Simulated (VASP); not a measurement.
# Rb (Im-3m) in VASP: a series of runs

Aim: see how the results for Rb move with the level of theory and the settings. Levels: PBE, PBEsol0. Tasks: single point.

All numbers are computed with VASP 6.6.1; they aren't measurements. Logs are shortened: lines on timing, memory, paths and dates and some standing lists are left out, and cuts for length are marked.

**1. Starting point**

Symmetry: Im-3m, No. 229, cubic system. Conventional cell: a = 5.605 Å, b = 5.605 Å, c = 5.605 Å, α = 90.00°, β = 90.00°, γ = 90.00°.

**2. Single point, PBE**

File INCAR:

```
SYSTEM = Rb
PREC = Accurate ; ENCUT = 520
EDIFF = 1E-7 ; ISMEAR = 0
SIGMA = 0.05 ; LREAL = .False.
LASPH = .True. ; NELM = 60
ALGO = Normal ; ISIF = 2
LWAVE = .False. ; LCHARG = .False.
GGA = PE
```

File KPOINTS:

```
regular mesh
0
Gamma
  7 7 7
  0 0 0
```

File POSCAR:

```
Rb
1.0
   -2.8025000000      2.8025000000      2.8025000000
    2.8025000000     -2.8025000000      2.8025000000
    2.8025000000      2.8025000000     -2.8025000000
Rb
1
Cartesian
    0.0000000000      0.0000000000      0.0000000000
```

Potentials or basis: VASP PAW PBE potentials, release 64 (Rb_sv).

Run with:

```sh
$ cat potpaw_PBE.64/Rb_sv/POTCAR > POTCAR
$ mpirun -np 1 vasp_std > vasp.out
```

OUTCAR:

```text
SYSTEM = Rb
   PREC = Accurate
   ENCUT = 520
   EDIFF = 1E-7
   ISMEAR = 0
   LREAL = .False.
   LASPH = .True.
   NELM = 60
   ISIF = 2
   GGA = PE

 ion  position               nearest neighbor table
   1  0.000  0.000  0.000-

  LATTYP: Found a body centered cubic cell.
 ALAT       =     5.6050000000

  Lattice vectors:

 A1 = (  -2.8025000000,   2.8025000000,   2.8025000000)
 A2 = (   2.8025000000,  -2.8025000000,   2.8025000000)
 A3 = (   2.8025000000,   2.8025000000,  -2.8025000000)

Analysis of symmetry for initial positions (statically):
=====================================================================
 Subroutine PRICEL returns:
 Original cell was already a primitive cell.

 Routine SETGRP: Setting up the symmetry group for a
 body centered cubic supercell.

 Subroutine GETGRP returns: Found 48 space group operations
 (whereof 48 operations were pure point group operations)
 out of a pool of 48 trial point group operations.

The static configuration has the point symmetry O_h .

Analysis of symmetry for dynamics (positions and initial velocities):
=====================================================================
 Subroutine PRICEL returns:
 Original cell was already a primitive cell.

 Routine SETGRP: Setting up the symmetry group for a
 body centered cubic supercell.

 Subroutine GETGRP returns: Found 48 space group operations
 (whereof 48 operations were pure point group operations)
 out of a pool of 48 trial point group operations.

The dynamic configuration has the point symmetry O_h .

 Subroutine INISYM returns: Found 48 space group operations
 (whereof 48 operations are pure point group operations),
 and found     1 'primitive' translations

----------------------------------------------------------------------------------------

                                     Primitive cell

  volume of cell :      88.0434

  direct lattice vectors                    reciprocal lattice vectors
    -2.802500000  2.802500000  2.802500000     0.000000000  0.178412132  0.178412132
     2.802500000 -2.802500000  2.802500000     0.178412132  0.000000000  0.178412132
     2.802500000  2.802500000 -2.802500000     0.178412132  0.178412132  0.000000000

  length of vectors
     4.854072388  4.854072388  4.854072388     0.252312857  0.252312857  0.252312857

  position of ions in fractional coordinates (direct lattice)
     0.000000000  0.000000000  0.000000000

  ion indices of the primitive-cell ions
   primitive index   ion index
                 1           1

----------------------------------------------------------------------------------------

 KPOINTS: regular mesh

Automatic generation of k-mesh.
 Grid dimensions read from file:
 generate k-points for:    7    7    7

 Generating k-lattice:

  Cartesian coordinates                     Fractional coordinates (reciprocal lattice)
     0.000000000  0.025487447  0.025487447     0.142857143  0.000000000  0.000000000
     0.025487447  0.000000000  0.025487447     0.000000000  0.142857143  0.000000000
     0.025487447  0.025487447  0.000000000     0.000000000  0.000000000  0.142857143

  Length of vectors
     0.036044694  0.036044694  0.036044694

  Shift w.r.t. Gamma in fractional coordinates (k-lattice)
     0.000000000  0.000000000  0.000000000

 Subroutine IBZKPT returns following result:
 ===========================================

 Found     20 irreducible k-points:

 Following reciprocal coordinates:
            Coordinates               Weight
  0.000000  0.000000  0.000000      1.000000
  0.142857  0.000000  0.000000     12.000000
  0.285714  0.000000  0.000000     12.000000
  0.428571  0.000000  0.000000     12.000000
  0.142857  0.142857  0.000000     24.000000
  0.285714  0.142857  0.000000     48.000000
[... 12 lines left out ...]
 -0.428571 -0.428571  0.285714      8.000000
 -0.428571  0.428571  0.428571      6.000000
   k-points           NKPTS =     20   k-points in BZ     NKDIM =     20   number of bands    NBANDS=      8
   number of dos      NEDOS =    301   number of ions     NIONS =      1
   total plane-waves  NPLWV =  46656
   dimension x,y,z NGX =    36 NGY =   36 NGZ =   36
   dimension x,y,z NGXF=    72 NGYF=   72 NGZF=   72
   ions per type =               1
   NGX,Y,Z   is equivalent  to a cutoff of  12.33, 12.33, 12.33 a.u.
   NGXF,Y,Z  is equivalent  to a cutoff of  24.66, 24.66, 24.66 a.u.
 SYSTEM =  Rb
   PREC   = accura    normal or accurate (medium, high low for compatibility)
   ISTART =      0    job   : 0-new  1-cont  2-samecut
   ICHARG =      2    charge: 1-file 2-atom 10-const
   ISPIN  =      1    spin polarized calculation?
   LNONCOLLINEAR =      F non collinear calculations
   LSORBIT =      F    spin-orbit coupling
   LASPH  =      T    aspherical Exc in radial PAW
   ENCUT  =  520.0 eV  38.22 Ry    6.18 a.u.   9.03  9.03  9.03*2*pi/ulx,y,z
   NELM   =     60;   NELMIN=  2; NELMDL= -5     # of ELM steps
   EDIFF  = 0.1E-06   stopping-criterion for ELM
   LREAL  =      F    real-space projection
   EDIFFG = 0.1E-05   stopping-criterion for IOM
   NSW    =      0    number of steps for IOM
   IBRION =     -1    ionic relax: 0-MD 1-quasi-New 2-CG
   NFREE  =      0    steps in history (QN), initial steepest desc. (CG)
   ISIF   =      2    stress and relaxation
   ISYM   =      2    0-nonsym 1-usesym 2-fastsym
   POTIM  = 0.5000    time-step for ionic-motion
   TEBEG  =    0.0;   TEEND  =   0.0 temperature during run
   PSTRESS=    0.0 pullay stress
   NELECT =       9.0000    total number of electrons
   NUPDOWN=      -1.0000    fix difference up-down
   EMIN   =  10.00;   EMAX   =-10.00  energy-range for DOS
   EFERMI =   0.00;   METHOD = LEGACY
   ISMEAR =     0;   SIGMA  =   0.05  broadening in eV -4-tet -1-fermi 0-gaus
   EFERMI_NEDOS =   21; number of points for ismear=-14 and -15
   IALGO  =     38    algorithm
   IMIX   =      4    mixing-type and parameters
     AMIX     =   0.40;   BMIX     =  1.00
     AMIX_MAG =   1.60;   BMIX_MAG =  1.00
  volume/ion in A,a.u.               =      88.04       594.15
  Fermi-wavevector in a.u.,A,eV,Ry     =   0.765462  1.446513  7.972081  0.585931
  Thomas-Fermi vector in A             =   1.865587
   LORBIT       =      0    0 simple, 1 ext, 2 COOP (PROOUT), +10 PAW based schemes
   GGA     = PE    functional components
   LHFCALC =     F    Hartree Fock is set to
   AEXX    =    0.0000 exact exchange contribution
   IVDW    =     0    specifies the selected vdW correction
   LEPSILON=     F    determine dielectric tensor
   LRPA    =     F    only Hartree local field effects (RPA)
 non-spin polarized calculation
 Gauss-broadening in eV      SIGMA  =   0.05
  energy-cutoff  :      520.00
  volume of cell :       88.04
 maximum number of plane-waves:      2398
   NGX = 19   NGY = 19   NGZ = 19

 number of electron       9.0000000 magnetization

 Free energy of the ion-electron system (eV)
  ---------------------------------------------------
  ext. energy  EPLUGINS =         0.00000000
  ---------------------------------------------------
  free energy    TOTEN  =        -0.93771033 eV

  energy without entropy =       -0.93616130  energy(sigma->0) =       -0.93693581

 E-fermi :   0.0587     XC(G=0):  -5.5465

 val. band max:        0.0318939910   @ k =  -0.2857   0.4286   0.1429
 cond. band min:       0.1881824668   @ k =  -0.4286   0.4286   0.1429
 fundamental gap:      0.1562884758
 Fermi energy:         0.0586775484

 k-point     1 :       0.0000    0.0000    0.0000
  band No.  band energies     occupation
      1     -28.7991      2.00000
      2     -12.8379      2.00000
      3     -12.8379      2.00000
      4     -12.8379      2.00000
      5      -1.9289      2.00000
      6       3.7972      0.00000
      7       3.7972      0.00000
      8       3.7972      0.00000

 k-point     2 :       0.1429    0.0000    0.0000
  band No.  band energies     occupation
      1     -28.7982      2.00000
      2     -12.8585      2.00000
      3     -12.8446      2.00000
      4     -12.8379      2.00000
      5      -1.6828      2.00000
      6       3.3635      0.00000
      7       3.4919      0.00000
      8       4.0274      0.00000

 k-point     3 :       0.2857    0.0000    0.0000
  band No.  band energies     occupation
      1     -28.7961      2.00000
      2     -12.9041      2.00000
      3     -12.8597      2.00000
      4     -12.8379      2.00000
      5      -0.9930      2.00000
      6       2.2948      0.00000
      7       3.0074      0.00000
      8       4.6097      0.00000

 k-point     4 :       0.4286    0.0000    0.0000
  band No.  band energies     occupation
      1     -28.7944      2.00000
      2     -12.9398      2.00000
      3     -12.8718      2.00000
      4     -12.8379      2.00000
      5      -0.0238      1.98027
      6       1.2354      0.00000
      7       2.7167      0.00000
      8       4.4753      0.00000

 k-point     5 :       0.1429    0.1429    0.0000
  band No.  band energies     occupation
      1     -28.7967      2.00000
      2     -12.8897      2.00000
      3     -12.8527      2.00000
      4     -12.8427      2.00000
      5      -1.2130      2.00000
      6       2.7236      0.00000
      7       2.9856      0.00000
      8       4.3296      0.00000

 k-point     6 :       0.2857    0.1429    0.0000
  band No.  band energies     occupation
      1     -28.7948      2.00000
      2     -12.9238      2.00000
      3     -12.8708      2.00000
      4     -12.8446      2.00000
      5      -0.3627      2.00000
      6       1.7997      0.00000
      7       2.5569      0.00000
      8       4.3541      0.00000

 k-point     7 :       0.4286    0.1429   -0.0000
  band No.  band energies     occupation
      1     -28.7940      2.00000
      2     -12.9380      2.00000
      3     -12.8800      2.00000
      4     -12.8449      2.00000
      5       0.5157      0.00000
      6       0.9411      0.00000
      7       2.4083      0.00000
      8       4.1316      0.00000

 k-point     8 :       0.2857    0.2857    0.0000
  band No.  band energies     occupation
      1     -28.7938      2.00000
      2     -12.9237      2.00000
      3     -12.8950      2.00000
      4     -12.8504      2.00000
      5       0.5733      0.00000
      6       1.4429      0.00000
      7       1.7777      0.00000
      8       4.2055      0.00000

 k-point     9 :       0.1429    0.1429    0.1429
  band No.  band energies     occupation
      1     -28.7953      2.00000
      2     -12.9167      2.00000
      3     -12.8551      2.00000
      4     -12.8551      2.00000
      5      -0.5564      2.00000
      6       2.2470      0.00000
      7       2.2470      0.00000
      8       4.4550      0.00000

 k-point    10 :       0.2857    0.1429    0.1429
  band No.  band energies     occupation
      1     -28.7942      2.00000
      2     -12.9245      2.00000
      3     -12.8788      2.00000
      4     -12.8571      2.00000
      5       0.4017      0.00000
      6       1.4291      0.00000
      7       2.0182      0.00000
      8       3.7789      0.00000
[... 34 lines left out ...]
 k-point    14 :      -0.4286    0.4286    0.1429
  band No.  band energies     occupation
      1     -28.7937      2.00000
      2     -12.9345      2.00000
      3     -12.8795      2.00000
      4     -12.8528      2.00000
      5       0.1882      0.00025
      6       1.3233      0.00000
      7       2.8427      0.00000
      8       3.4783      0.00000

 k-point    15 :      -0.2857    0.4286    0.1429
  band No.  band energies     occupation
      1     -28.7936      2.00000
      2     -12.9207      2.00000
      3     -12.8871      2.00000
      4     -12.8608      2.00000
      5       0.0319      1.55128
      6       1.8011      0.00000
      7       2.5153      0.00000
      8       3.7455      0.00000

 k-point    16 :      -0.4286   -0.4286    0.1429
  band No.  band energies     occupation
      1     -28.7928      2.00000
      2     -12.9282      2.00000
      3     -12.8997      2.00000
      4     -12.8610      2.00000
      5       0.9746      0.00000
      6       1.0547      0.00000
      7       2.1201      0.00000
      8       3.8102      0.00000

 k-point    17 :      -0.2857    0.2857    0.2857
  band No.  band energies     occupation
      1     -28.7935      2.00000
      2     -12.9014      2.00000
      3     -12.8836      2.00000
      4     -12.8836      2.00000
      5      -0.1564      2.00000
      6       2.1306      0.00000
      7       3.1573      0.00000
      8       3.1573      0.00000

 k-point    18 :      -0.4286    0.4286    0.2857
  band No.  band energies     occupation
      1     -28.7920      2.00000
      2     -12.9225      2.00000
      3     -12.8967      2.00000
      4     -12.8856      2.00000
      5       0.6923      0.00000
      6       1.5073      0.00000
      7       2.8258      0.00000
      8       3.1302      0.00000

 k-point    19 :      -0.4286   -0.4286    0.2857
  band No.  band energies     occupation
      1     -28.7913      2.00000
      2     -12.9159      2.00000
      3     -12.9159      2.00000
      4     -12.8889      2.00000
      5       1.2678      0.00000
      6       1.2678      0.00000
      7       2.3202      0.00000
      8       3.7556      0.00000

 k-point    20 :      -0.4286    0.4286    0.4286
  band No.  band energies     occupation
      1     -28.7907      2.00000
      2     -12.9139      2.00000
      3     -12.9104      2.00000
      4     -12.9104      2.00000
      5       1.1639      0.00000
      6       1.4130      0.00000
      7       3.2312      0.00000
      8       3.3546      0.00000

------------------------ aborting loop because EDIFF is reached ----------------------------------------

  FORCE on cell =-STRESS in cart. coord.  units (eV):
  Direction    XX          YY          ZZ          XY          YZ          ZX
  --------------------------------------------------------------------------------------
  -------------------------------------------------------------------------------------
  Total        0.0501304      0.0501304      0.0501304      0.0000000      0.0000000      0.0000000
  in kB        0.9122517      0.9122517      0.9122517      0.0000000      0.0000000      0.0000000
  external PRESSURE =       0.9122517 kB  Pullay stress =       0.0000000 kB

 VOLUME and BASIS-vectors are now :
 -----------------------------------------------------------------------------
  energy-cutoff  :      520.00
  volume of cell :       88.04
      direct lattice vectors                 reciprocal lattice vectors
    -2.802500000  2.802500000  2.802500000     0.000000000  0.178412132  0.178412132
     2.802500000 -2.802500000  2.802500000     0.178412132  0.000000000  0.178412132
     2.802500000  2.802500000 -2.802500000     0.178412132  0.178412132  0.000000000

 POSITION                                       TOTAL-FORCE (eV/Angst)
 -----------------------------------------------------------------------------------
      0.00000      0.00000      0.00000         0.000000      0.000000      0.000000
 -----------------------------------------------------------------------------------
    total drift:                               -0.000000     -0.000000      0.000000

  FREE ENERGIE OF THE ION-ELECTRON SYSTEM (eV)
  ---------------------------------------------------
  free  energy   TOTEN  =        -0.9377103301 eV

  energy  without entropy=       -0.9361612956  energy(sigma->0) =       -0.93693581
```

Run time: 7.7 s. Hardware: 1 thread of AMD EPYC 9R45 (Zen 5), shared host; peak memory 0.17 GiB.

What came out:

```yaml
Free_energy: -0.9377 eV
Pressure: 0.1 GPa
Band_gap_on_the_k_mesh: none (metal or under the smearing width)
```

Levels at points of the mesh, in eV from the Fermi level:
| k point | band 3 | band 4 | band 5 | band 6 | band 7 | band 8 |
| --- | --- | --- | --- | --- | --- | --- |
| (0.00, 0.00, 0.00) | -12.90 | -12.90 | -1.99 | 3.74 | 3.74 | 3.74 |

**3. Single point, PBE**

File run.py:

```python
from ase.calculators.vasp import Vasp
from ase.dft.bandgap import bandgap
from ase.io import read

atoms = read('POSCAR')
calc = Vasp(
    directory='calc',
    xc='pbe',
    pp='PBE',
    setups='recommended',
    prec='Accurate',
    encut=520,
    ediff=1e-06,
    ismear=0,
    sigma=0.05,
    lreal=False,
    lasph=True,
    nelm=80,
    algo='Normal',
    isif=2,
    lwave=False,
    lcharg=True,
    lelf=True,
    lvhar=True,
    kpts=[7, 7, 7],
    gamma=True,
)
atoms.calc = calc

print('energy (eV):', atoms.get_potential_energy())
print('free energy (eV):', atoms.get_potential_energy(force_consistent=True))
print('forces (eV/A):')
print(atoms.get_forces())
print('stress (eV/A^3, Voigt):', atoms.get_stress())
print('Fermi level (eV):', calc.get_fermi_level())
gap, top, bottom = bandgap(calc)
print('band gap (eV):', gap, 'from (spin, k, band)', top, 'to', bottom)
```

Edit POSCAR of step 2 so:

```diff
@@ -7,3 +7,3 @@
 1
-Cartesian
+Direct
     0.0000000000      0.0000000000      0.0000000000
```

Potentials or basis: VASP PAW PBE potentials, release 64 (Rb_sv).

Run with:

```sh
$ python run.py
```

Run time: 12 s. Hardware: 1 thread of AMD EPYC 9R45 (Zen 5), shared host; peak memory 0.16 GiB.

Results (log left out):

| Property | Result |
| --- | --- |
| Free energy | -0.9377 eV |
| Pressure | 0.1 GPa |
| Band gap on the k mesh | none (metal or under the smearing width) |

Levels at points of the mesh, in eV from the Fermi level:
| k point | band 1 | band 2 | band 3 | band 4 | band 5 | band 6 | band 7 | band 8 |
| --- | --- | --- | --- | --- | --- | --- | --- | --- |
| (0.00, 0.00, 0.00) | -28.86 | -12.90 | -12.90 | -12.90 | -1.99 | 3.74 | 3.74 | 3.74 |

**4. Single point, PBEsol0, collinear spin, ferromagnetic start**

Edit POSCAR of step 3 so:

```diff
@@ -7,3 +7,3 @@
 1
-Direct
+Cartesian
     0.0000000000      0.0000000000      0.0000000000
```

File INCAR.step1:

```
PREC = Accurate
ENCUT = 700
EDIFF = 1E-5
ISMEAR = 1
SIGMA = 0.2
LREAL = F
LASPH = T
NELM = 80
ALGO = Normal
ISIF = 2
LWAVE = T
LCHARG = F
ISPIN = 2
MAGMOM = 0.5
LORBIT = 11
GGA = PE
```

File INCAR.step2:

```
PREC = Accurate
ENCUT = 700
EDIFF = 1E-6
ISMEAR = 1
SIGMA = 0.2
LREAL = F
LASPH = T
NELM = 80
ALGO = Normal
ISIF = 2
LWAVE = F
LCHARG = F
ISPIN = 2
MAGMOM = 0.5
LORBIT = 11
GGA = PS
LHFCALC = T
AEXX = 0.25
PRECFOCK = Fast
HFRCUT = -1
ISTART = 1
```

File KPOINTS:

```
regular mesh
0
Gamma
  3 3 3
```

Potentials or basis: VASP PAW PBE potentials, release 64 (Rb_pv).

Run with:

```sh
$ cat potpaw_PBE.64/Rb_pv/POTCAR > POTCAR
$ cp INCAR.step1 INCAR
$ mpirun -np 1 vasp_std > vasp.out
$ cp INCAR.step2 INCAR
$ mpirun -np 1 vasp_std > vasp.out
```

Run time: 46 s. Hardware: 1 thread of AMD EPYC 9R45 (Zen 5), shared host; peak memory 0.27 GiB.

It converged, with:

| Property | Result |
| --- | --- |
| Free energy | -1.2875 eV |
| Pressure | -0.2 GPa |
| Band gap on the k mesh | none (metal or under the smearing width) |
| Net moment | 0.05 μB per cell |
| Valence electrons inside the program's atomic spheres | Rb 6.11 |

Levels at points of the mesh, in eV from the Fermi level:
Spin up:
```csv
k point,band 1,band 2,band 3,band 4,band 5,band 6,band 7
"(0.00, 0.00, 0.00)",-15.02,-15.02,-15.02,-3.28,4.20,4.20,4.20
```
Spin down:
```
           k point  band 1  band 2  band 3  band 4  band 5  band 6
(0.00, 0.00, 0.00)  -15.01  -15.01  -15.01   -3.25    4.22    4.22
```

Caveat: the k mesh is coarse (spacing up to 0.53 Å⁻¹), so the values aren't converged, least of all with exact exchange; the PAW data sets were made with another functional, which shifts forces and pressure a little.

**5. Overview**

| level | potentials or basis | spin | k mesh | cutoff (eV) | smearing | further INCAR settings | grid for exact exchange (PRECFOCK) | exchange at q = 0 | other keys | mesh quality | gap on the mesh (eV) | pressure (GPa) |
| --- | --- | --- | --- | --- | --- | --- | --- | --- | --- | --- | --- | --- |
| PBE | VASP PAW PBE potentials, release 64 (Rb_sv) | off | 7 × 7 × 7 | 520 | gaussian 0.05 eV | ALGO = Normal; EDIFF = 1e-07 | - | - | - | not flagged | none | 0.1 |
| PBE | VASP PAW PBE potentials, release 64 (Rb_sv) | off | 7 × 7 × 7 | 520 | gaussian 0.05 eV | ALGO = Normal; EDIFF = 1.00e-06 | - | - | - | not flagged | none | 0.1 |
| PBEsol0 | VASP PAW PBE potentials, release 64 (Rb_pv) | collinear, ferromagnetic start | 3 × 3 × 3 | 700 | methfessel-paxton 0.2 eV | ALGO = Normal; EDIFF = 1e-06 | Fast | truncated | ISMEAR = 1; SIGMA = 0.2; ENCUT = 700; k = 3 × 3 × 3 | coarse | none | -0.2 |

Alike in all rows: task single point; cell as given.

Caveats: some runs use coarse meshes; the PAW data sets were made with another functional, which shifts forces and pressure a little (some runs).

Absolute energies hang on the potentials; compare differences alone.
